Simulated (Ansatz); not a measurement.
# Sn: two-dimensional strain map

Computed with DFT PBEsol, scalar-relativistic, plane waves, PAW (Ansatz). The runs took a 420 eV cutoff, a Γ-centred 26×26×26 mesh and Gaussian smearing (0.15 eV). No spin polarisation. Energies are free energies at this smearing, counted from the undisturbed cell; pressure is positive in compression.

The starting cell (relaxed at this level; this form isn't the usual structure):

```
Sn
1.0
    -1.61733    1.61733    2.53388
     1.61733   -1.61733    2.53388
     1.61733    1.61733   -2.53388
Sn
1
Cartesian
  0.0000 0.0000 0.0000
```

The cell is strained by p along both x and y and by q along z, fractional coordinates fixed. Points are written (p, q).

Energy above the undisturbed cell in meV/atom (a dash: not computed):

```csv
p \ q,-0.050,-0.025,0.000,0.025,0.050
-0.050,123.7,86.3,59.8,42.1,32.5
-0.025,?,27.8,14.7,9.3,10.1
0.000,10.5,?,0.0,5.3,15.8
0.025,-1.8,1.0,9.9,?,43.0
0.050,7.7,?,38.6,60.7,86.8
```

Problem. Fill in the withheld energies.

Solution. (-0.025, -0.050): 50.0; (0.000, -0.025): 1.7; (0.025, 0.025): 24.0; (0.050, -0.025): 20.8.